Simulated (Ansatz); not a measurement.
Crystal: CsPbCl3.

```xyz
5
Lattice="5.6050 0.0000 0.0000 0.0000 5.6050 0.0000 0.0000 0.0000 5.6050" Properties=species:S:1:pos:R:3 pbc="T T T"
Pb    2.8025    2.8025    2.8025
Cs    0.0000    0.0000    0.0000
Cl    2.8025    0.0000    2.8025
Cl    0.0000    2.8025    2.8025
Cl    2.8025    2.8025    0.0000
```

Base run:

```yaml
Program: Ansatz 0.2.0
Functional: LDA
Potentials_or_basis: JTH PAW LDA
Cutoff: 1800 eV
Density_cutoff: 9000 eV
k_mesh: 5 × 5 × 5
Occupations: fermi-dirac, width 0.05 eV
Spin: no spin polarisation
```

Its results: pressure -1.2 GPa.

Problem. The run is repeated on the same cell with these changes: functional from LDA to PBE; potentials or basis from JTH PAW LDA to Ansatz PAW; cutoff from 1800 eV to 420 eV (not typed: the program's choice for these potentials). What comes out?

Solution. Pressure 1.7 GPa.
